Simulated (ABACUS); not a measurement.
## HfO2: equation of state with PBE

HfO2:

```xyz
3
Lattice="0.0000 2.5575 2.5575 2.5575 0.0000 2.5575 2.5575 2.5575 0.0000" Properties=species:S:1:pos:R:3 pbc="T T T"
Hf    0.0000    0.0000    0.0000
O     3.8363    3.8363    3.8363
O     1.2788    1.2788    1.2788
```

Measurements of this composition are mostly on another form, of space group No. 14.

* Program: ABACUS 3.10.1
* Task: equation of state
* Functional: PBE
* Potentials or basis: PseudoDojo NC SR 0.4.1 PBE standard
* Cutoff: 1361 eV
* Density cutoff: 5442 eV
* Basis: TZDP LCAO (the cutoffs set its grid)
* k mesh: 9 × 9 × 9
* Occupations: fermi-dirac, width 0.05 eV
* Spin: no spin polarisation

The equilibrium volume is 10.98 Å³/atom, the bulk modulus is 249 GPa and the pressure derivative of the bulk modulus is 4.3.

Energy against volume, from the lowest point:
```csv
volume (Å³/atom),energy (meV/atom)
10.483,18.87
10.706,5.41
10.929,0.00
11.152,1.84
11.375,10.19
11.598,24.36
11.821,43.80
```

All runs of the series together: 2 min on 4 threads of AMD EPYC 7B13 (Zen 3), on a shared host.

Caveat: the atomic orbitals were generated for these runs and aren't a published set; the basis of atomic orbitals isn't converged, which shifts pressures, moduli and gaps. Spin-orbit coupling is left out, which matters for the levels of Hf.
